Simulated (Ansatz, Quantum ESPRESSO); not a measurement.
# 2 layers of Li in Mo(110), on the host's sites: ballistic transmission, part 4 of 5

Wanted: the transmission near the Fermi level and the conductance of this junction: 2 layers of Li in Mo(110), on the host's sites.

Quantum ESPRESSO 7.5; plane-wave DFT, PBEsol, GBRV ultrasoft pseudopotentials; cross-check by Ansatz 0.2.0 with PAW datasets.

So far. Step 3 (The open system): The run is unpolarised; a magnetic state was not tried, may lie lower and would change T. Step 3 (The open system): At no point does T exceed the number of channels.

**5. The open system, with ewind, epsproj = [0.1, 0.1]**

Level of this step: transmission by pwcond, lead and junction from one cell; plane-wave DFT, PBEsol, GBRV ultrasoft pseudopotentials (Quantum ESPRESSO).

Another try, with an input changed as a hurried user might.

cond.bad.in reads:

```
&inputcond
  outdir = './out'
  prefixt = 'scf'
  tran_file = 'cond.bad.dat'
  bdl = 1.4142135633
  bds = 13.1381463671
  ikind = 1
  ewind = 0.1
  epsproj = 0.1
  nz1 = 7
  energy0 = 0.4
  denergy = -0.4
/
21
  0.00000000 0.00000000 0.01562500
  0.00000000 0.12500000 0.03125000
  0.00000000 0.25000000 0.03125000
  0.00000000 0.37500000 0.03125000
  0.00000000 0.50000000 0.01562500
  0.12500000 0.00000000 0.06250000
  0.12500000 0.25000000 0.06250000
  0.12500000 0.37500000 0.06250000
  0.12500000 0.50000000 0.06250000
  0.25000000 0.00000000 0.06250000
  0.25000000 0.12500000 0.03125000
  0.25000000 0.37500000 0.06250000
  0.25000000 0.50000000 0.06250000
  0.25000000 0.62500000 0.03125000
  0.37500000 0.00000000 0.06250000
  0.37500000 0.12500000 0.06250000
  0.37500000 0.50000000 0.06250000
  0.37500000 0.62500000 0.06250000
  0.50000000 0.00000000 0.03125000
  0.50000000 0.12500000 0.06250000
  0.50000000 0.25000000 0.03125000
3
```

Started as:

```
$ OMP_NUM_THREADS=1 mpirun -n 4 pwcond.x -in cond.bad.in > cond.bad.out
```

Output:

```text
[banner, memory and clock lines left out]
Program PWCOND v.7.5 starts
[citation notice left out]

[...]
./out/scf.save/

[...]
negative rho (up, down):  6.276E-04 0.000E+00
     Reading collected, re-writing distributed wavefunctions

===== INPUT FILE containing all the regions =====

     GEOMETRY:

     lattice parameter (alat)  =       5.9715  a.u.
     the volume                =    1978.2307 (a.u.)^3
     the cross section         =      25.2149 (a.u.)^2
     l of the unit cell        =      13.1381 (alat)
     number of atoms/cell      =           18
     number of atomic types    =            2

     crystal axes: (cart. coord. in units of alat)
               a(1) = (  1.0000  0.0000  0.0000 )
               a(2) = (  0.5000  0.7071  0.0000 )
               a(3) = (  0.0000  0.0000 13.1381 )

   Cartesian axes

     site n.     atom                  positions (alat units)
          1        Mo     tau(  1)=(  0.0000  0.0000 13.1381  )
          2        Mo     tau(  2)=(  0.5000  0.0000  0.7071  )
          3        Mo     tau(  3)=(  0.0000  0.0000  1.4142  )
          4        Mo     tau(  4)=(  0.5000  0.0000  2.1213  )
          5        Mo     tau(  5)=(  0.0000  0.0000  2.8284  )
          6        Mo     tau(  6)=(  0.5000  0.0000  3.5355  )
          7        Mo     tau(  7)=(  0.0000  0.0000  4.2426  )
          8        Mo     tau(  8)=(  0.5000  0.0000  4.9497  )
          9        Li     tau(  9)=(  0.0000  0.0000  5.7594  )
         10        Li     tau( 10)=(  0.5000  0.0000  6.6716  )
         11        Mo     tau( 11)=(  0.0000  0.0000  7.4813  )
         12        Mo     tau( 12)=(  0.5000  0.0000  8.1884  )
         13        Mo     tau( 13)=(  0.0000  0.0000  8.8955  )
         14        Mo     tau( 14)=(  0.5000  0.0000  9.6026  )
         15        Mo     tau( 15)=(  0.0000  0.0000 10.3097  )
         16        Mo     tau( 16)=(  0.5000  0.0000 11.0168  )
         17        Mo     tau( 17)=(  0.0000  0.0000 11.7239  )
         18        Mo     tau( 18)=(  0.5000  0.0000 12.4310  )

     nr1s                      =           25
     nr2s                      =           24
     nr3s                      =          320
     nr1sx                     =           25
     nr2sx                     =           24
     nr3sx                     =          320
     nr1                       =           27
     nr2                       =           24
     nr3                       =          360
     nr1x                      =           27
     nr2x                      =           24
     nr3x                      =          360

 _______________________________
  Radii of nonlocal spheres:

     type       ibeta     ang. mom.          radius (alat units)
       Mo         1         0                    0.3744
       Mo         2         0                    0.3744
       Mo         3         1                    0.3744
       Mo         4         1                    0.3744
       Mo         5         2                    0.3744
       Mo         6         2                    0.3744
       Li         1         0                    0.3376
       Li         2         0                    0.3376
       Li         3         0                    0.3376
       Li         4         1                    0.3376
       Li         5         1                    0.3376
----- General information -----

--- T calc. with identical leads (ikind=1) ---

     nrx                       =           25
     nry                       =           24
     nz1                       =            7

     energy0               =         4.0E-01
     denergy               =        -4.0E-01
     nenergy               =          3
     ecut2d                =         4.0E+01
     ewind                 =         1.0E-01
     epsproj               =         1.0E-01

     number of k_|| points=   21
                       cryst. coord.
        k(    1) = (   0.0000000   0.0000000), wk =   0.0156250
        k(    2) = (   0.0000000   0.1250000), wk =   0.0312500
[...]
k(   21) = (   0.5000000   0.2500000), wk =   0.0312500
----- Information about left/right lead -----

     nocros                   =           18
     noins                    =           18
     norb                     =           54
     norbf                    =          288
     nrz                      =           34

      iorb      type   ibeta   ang. mom.   m       position (alat)
        1        1       1        0        1   taunew(   1)=(  0.0000  0.0000  0.0000)
        2        1       2        0        1   taunew(   2)=(  0.0000  0.0000  0.0000)
[...]
54        1       6        2        5   taunew(  54)=(  0.0000  0.0000  1.4142)
    k slab    z(k)  z(k+1)     crossing(iorb=1,norb)
    1   0.0000 0.0416 0.0416   111111111111111111000000000000000000000000000000000000
    2   0.0416 0.0832 0.0416   111111111111111111000000000000000000000000000000000000
[...]
34   1.3726 1.4142 0.0416   000000000000000000000000000000000000111111111111111111
----- Information about scattering region -----

     noins                    =          252
     norb                     =          288
     norbf                    =          288
     nrz                      =          286

      iorb      type   ibeta   ang. mom.   m       position (alat)
        1        1       1        0        1   taunew(   1)=(  0.0000  0.0000 -0.0000)
        2        1       2        0        1   taunew(   2)=(  0.0000  0.0000 -0.0000)
[...]
288        1       6        2        5   taunew( 288)=(  0.0000  0.0000 11.7239)
 ngper, shell number =           83          21
 ngper, n2d =           83          18
---  E-Ef =    0.4000000  k =    0.0000000   0.0000000
---  ie =          1  ik =          1
 Nchannels of the left tip =            2
 Right moving states:
   k1(2pi/a)   k2(2pi/a)   E-Ef (eV)
  -0.2232118   0.0000191   0.4000000
   0.4025063   0.0000060   0.4000000
 Left moving states:
   k1(2pi/a)   k2(2pi/a)   E-Ef (eV)
   0.2232119   0.0000191   0.4000000
  -0.4025063   0.0000060   0.4000000

 to transmit
 Band j to band i transmissions and reflections:
    j         i     |T_ij|^2    |R_ij|^2

    1 -->     1     0.13981     0.86019
    1 -->     2     0.00000     0.00000
   Total T_j, R_j =    0.13981  0.86019

    2 -->     1     0.00000     0.00000
    2 -->     2     0.00000     1.00000
   Total T_j, R_j =    0.00000  1.00000

E-Ef(ev), T(x2 spins) =    0.4000000   0.2796113
---  E-Ef =    0.0000000  k =    0.0000000   0.0000000
---  ie =          2  ik =          1
 Nchannels of the left tip =            2
 Right moving states:
   k1(2pi/a)   k2(2pi/a)   E-Ef (eV)
  -0.2677445   0.0000202   0.0000000
   0.3468520   0.0000060   0.0000000
 Left moving states:
   k1(2pi/a)   k2(2pi/a)   E-Ef (eV)
   0.2677446   0.0000202   0.0000000
  -0.3468520   0.0000060   0.0000000

 to transmit
 Band j to band i transmissions and reflections:
    j         i     |T_ij|^2    |R_ij|^2

    1 -->     1     0.17760     0.82240
    1 -->     2     0.00000     0.00000
   Total T_j, R_j =    0.17760  0.82240

    2 -->     1     0.00000     0.00000
    2 -->     2     0.00000     1.00000
   Total T_j, R_j =    0.00000  1.00000

E-Ef(ev), T(x2 spins) =    0.0000000   0.3551925
---  E-Ef =   -0.4000000  k =    0.0000000   0.0000000
---  ie =          3  ik =          1
 Nchannels of the left tip =            2
 Right moving states:
   k1(2pi/a)   k2(2pi/a)   E-Ef (eV)
   0.2823404   0.0000060  -0.4000000
  -0.3139283   0.0000219  -0.4000000
 Left moving states:
   k1(2pi/a)   k2(2pi/a)   E-Ef (eV)
  -0.2823404   0.0000060  -0.4000000
   0.3139284   0.0000219  -0.4000000

 to transmit
 Band j to band i transmissions and reflections:
    j         i     |T_ij|^2    |R_ij|^2

    1 -->     1     0.00000     1.00000
    1 -->     2     0.00000     0.00000
   Total T_j, R_j =    0.00000  1.00000

    2 -->     1     0.00000     0.00000
    2 -->     2     0.18140     0.81860
   Total T_j, R_j =    0.18140  0.81860

E-Ef(ev), T(x2 spins) =   -0.4000000   0.3627916
 ngper, shell number =           81          44
 ngper, n2d =           81          18
[... further energies and points left out ...]
---  E-Ef =    0.4000000  k =    0.5000000   0.2500000
---  ie =          1  ik =         21
 Nchannels of the left tip =            1
 Right moving states:
   k1(2pi/a)   k2(2pi/a)   E-Ef (eV)
   0.1495314  -0.0000088   0.4000000
 Left moving states:
   k1(2pi/a)   k2(2pi/a)   E-Ef (eV)
  -0.1495314  -0.0000088   0.4000000

 to transmit
 Band j to band i transmissions and reflections:
    j         i     |T_ij|^2    |R_ij|^2

    1 -->     1     0.00000     1.00000
   Total T_j, R_j =    0.00000  1.00000

E-Ef(ev), T(x2 spins) =    0.4000000   0.0000078
---  E-Ef =    0.0000000  k =    0.5000000   0.2500000
---  ie =          2  ik =         21
 Nchannels of the left tip =            0
 Right moving states:
   k1(2pi/a)   k2(2pi/a)   E-Ef (eV)
 Left moving states:
   k1(2pi/a)   k2(2pi/a)   E-Ef (eV)

 to transmit
          E-Ef(ev), T =    0.0000000   0.0000000
---  E-Ef =   -0.4000000  k =    0.5000000   0.2500000
---  ie =          3  ik =         21
 Nchannels of the left tip =            1
 Right moving states:
   k1(2pi/a)   k2(2pi/a)   E-Ef (eV)
  -0.1179875  -0.0000284  -0.4000000
 Left moving states:
   k1(2pi/a)   k2(2pi/a)   E-Ef (eV)
   0.1179877  -0.0000284  -0.4000000

 to transmit
 Band j to band i transmissions and reflections:
    j         i     |T_ij|^2    |R_ij|^2

    1 -->     1     0.00023     0.99977
   Total T_j, R_j =    0.00023  0.99977

E-Ef(ev), T(x2 spins) =   -0.4000000   0.0004647
   T_tot     0.40000      0.34102E+00
   T_tot     0.00000      0.26713E+00
   T_tot    -0.40000      0.16429E+00

[...]
```

Elapsed: 33 s, on 4 MPI ranks of Arm Neoverse V2, shared host; peak memory 0.26 GiB; 2.2 min of CPU time.

The run finished, but its numbers are not taken as the system's. The fault: a window of plane waves far too small, with a loose projection threshold.

Beside the run it was changed from:

| quantity | this run | unchanged run | difference |
| --- | --- | --- | --- |
| transmission at the Fermi level, one spin | 0.1336 | 0.2285 | -0.095 |
| lead channels at the Fermi level, one spin | 1.203 | 0.9688 | 0.23 |
| wall time (s) | 33 | 97 |  |

Over all energies T moves by up to 0.095, at 0 eV.

The physical values in this table move by up to 42 %.

(Part 4 of 5 ends here.)

[Logs are printed without paths, hosts, clocks, repeated set-up lines and the standing remarks that a program may print on its own settings, such as how far it seeks lower states.]

[Hosts, paths, dates, database ids (printed as entryN), source tags and the programs' standing remarks are cut or masked in the printed files.]

[Maps of the electrostatic potential energy from Ansatz leave out the sawtooth potential of an applied field or a dipole correction, so their vacuum need not be flat; planar profiles and work functions include it.]
